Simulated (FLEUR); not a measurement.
Crystal: MnS.

```
Mn S
1.0
     0.00000    2.60450    2.60450
     2.60450    0.00000    2.60450
     2.60450    2.60450    0.00000
Mn S
1 1
Direct
  0.00000 0.00000 0.00000
  0.50000 0.50000 0.50000
```

Program: FLEUR MaX-R8.1 (later development tree). Alike in all runs: potentials or basis all-electron, FLAPW; cell as given. Hardware: 1 thread of Intel(R) Xeon(R) 6975P-C (Granite Rapids), with other jobs on the host.

**Question.** Order these runs on this cell by their wall time, lowest first.
A. task single point; level LDA; spin non-collinear, typed start; k mesh 4 × 4 × 4; smearing fermi-dirac 0.1 eV; gmax 17.5 1/bohr; muffin-tin radii Mn 2.42, S 2.14 bohr; lmax Mn 8, S 7; local orbitals a species Mn 5, S 4; max iterations 100; kmax 3.5 1/bohr; mesh quality coarse
B. task band structure; level LDA (von Barth-Hedin)+U; spin collinear, ferromagnetic start, SOC; U Mn d U = 5.3 eV; k mesh 6 × 6 × 6; smearing gaussian 0.2 eV; gmax 25 1/bohr; muffin-tin radii Mn 2.42, S 2.14 bohr; lmax Mn 12, S 11; local orbitals a species Mn 4, S 4; max iterations 100; kmax 5 1/bohr; mesh quality not flagged
C. task single point; level PBE; spin collinear, ferromagnetic start; k mesh 9 × 9 × 9; smearing fermi-dirac 0.05 eV; gmax 14.7 1/bohr; muffin-tin radii Mn 2.35, S 2.07 bohr; lmax Mn 10, S 9; local orbitals a species Mn 5, S 4; max iterations 60; kmax 4.73 1/bohr; mesh quality not flagged

**Answer.** A (48 s), C (100 s), B (810 s).

Caveats: some runs use coarse meshes; a cell with one magnetic atom can't hold antiferromagnetic order, which such compounds often take (some runs); the directions of the moments are held as typed and only their lengths relax (some runs).

The runs were made with more than one version of the program.
